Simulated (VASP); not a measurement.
C: G0W0 quasiparticle levels with PBE

The system is C.

```
C
1.0
     0.00000    1.78337    1.78337
     1.78337    0.00000    1.78337
     1.78337    1.78337    0.00000
C
2
Direct
  0.75000 0.75000 0.75000
  0.50000 0.50000 0.50000
```

This isn't the form of C at room conditions, which is graphite.

* Program: VASP 6.6.1
* Task: G0W0 quasiparticle levels
* Functional: PBE
* Potentials or basis: VASP PAW PBE potentials, release 64 (C_GW)
* Cutoff: 450 eV
* k mesh: 8 × 8 × 8
* Occupations: gaussian, width 0.01 eV
* Spin: no spin polarisation
* GW scheme: G0W0
* GW iterations: 1
* Cutoff of the response function: 120
* Frequency points: 50
* Empty bands: 33
* Further INCAR settings: ALGO = EVGW0; EDIFF = 1e-08; NBANDS = 37

| Property | Result |
| --- | --- |
| Band gap on the k mesh, mean-field level | 4.13 eV, indirect (least direct gap 5.59 eV) |
| Quasiparticle gap | 5.28 eV |
| Least direct quasiparticle gap | 7.22 eV |

Levels at points of the mesh, in eV from the valence-band top:
```
           k point  band 2  band 3  band 4  band 5  band 6  band 7
(0.00, 0.00, 0.00)    0.00    0.00    0.00    5.59    5.59    5.59
(0.50, 0.00, 0.00)  -13.37   -2.79   -2.79    8.46    8.46    8.84
(0.50, 0.50, 0.00)  -12.76   -6.30   -6.30    4.76    4.76   16.81
```

Wall time 2.3 min on 1 thread of Intel(R) Xeon(R) Platinum 8488C (Sapphire Rapids) (shared host), peak memory 0.3 GiB.

Caveat: bands, screening cutoff and mesh are small and nothing is extrapolated, so the quasiparticle values aren't converged. A k mesh can miss the band edges.
